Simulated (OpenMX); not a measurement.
Al:

```
Al
1.0
     2.72176    0.00000    0.00000
     0.00000    2.72176    0.00000
     0.00000    0.00000    2.72176
Al
1
Direct
  0.00000 0.00000 0.00000
```

The cell was built by a generator and needn't be a form met in nature.

Base run:

| Item | Value |
| --- | --- |
| Program | OpenMX 3.8.5 |
| Functional | PBE |
| Dispersion | D4 |
| Potentials or basis | OpenMX 2013 PBE set, Al7.0-s2p2d1, grid cutoff 300 Ry |
| k mesh | 7 × 7 × 7 |
| Occupations | fermi-dirac, width 0.05 eV |
| Spin | no spin polarisation |

Its results: band gap on the k mesh none (metal or under the smearing width); pressure -2.9 GPa.

After a change of settings the same cell gave: band gap on the k mesh none (metal or under the smearing width); pressure -1.7 GPa. Which change was it?
A. dispersion from D4 to D3(BJ)
B. dispersion from D4 to D3
C. dispersion from D4 to none

B.

Caveats: the basis of atomic orbitals isn't converged, which shifts pressures, moduli and gaps; pairwise dispersion overbinds metals, which lowers pressure and volume.
